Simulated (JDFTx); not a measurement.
Pb:

```
Pb
1.0
     0.00000    2.47502    2.47502
     2.47502    0.00000    2.47502
     2.47502    2.47502    0.00000
Pb
1
Direct
  0.00000 0.00000 0.00000
```

```yaml
Program: JDFTx 1.7.0 (patched build)
Task: relaxation of cell and atoms
Functional: PBE
Potentials_or_basis: Ansatz-NC-SR-PBE with smoothed tails
Cutoff: 871 eV
Density_cutoff: 3483 eV
k_mesh: 9 × 9 × 9
Occupations: fermi-dirac, width 0.05 eV
Spin: no spin polarisation
```

At the start: pressure 2.3 GPa; volume 30.32 Å³/atom.

Q: Where does the relaxation end?

A: Over 6 steps the energy falls by 10.8 meV/atom and the volume is 31.90 Å³/atom (+5.2 %); space group Fm-3m (No. 225, to 0.05 Å).

The path:
| step | energy change (eV) | largest force (eV/Å) | pressure (GPa) | volume (Å³) |
| --- | --- | --- | --- | --- |
| 1 | 0.0000 | 0.0000 | 2.31 | 30.32 |
| 2 | -0.0038 | 0.0000 | 1.82 | 30.62 |
| 3 | -0.0107 | 0.0000 | 0.19 | 31.75 |
| 4 | -0.0108 | 0.0000 | 0.02 | 31.89 |
| 5 | -0.0108 | 0.0000 | 0.00 | 31.90 |
| 6 | -0.0108 | 0.0000 | 0.00 | 31.90 |

Final structure:
```cif
data_structure
_symmetry_space_group_name_H-M 'P 1'
_symmetry_Int_Tables_number 1
_cell_length_a 3.5599
_cell_length_b 3.5599
_cell_length_c 3.5599
_cell_angle_alpha 60.000
_cell_angle_beta 60.000
_cell_angle_gamma 60.000
_cell_volume 31.90
loop_
_atom_site_label
_atom_site_type_symbol
_atom_site_fract_x
_atom_site_fract_y
_atom_site_fract_z
_atom_site_occupancy
Pb1 Pb 0.00000 0.00000 0.00000 1
```

The cell as given is a measured one (30.32 Å³/atom); PBE puts the equilibrium volume +5.2 % from it, thermal expansion not counted.
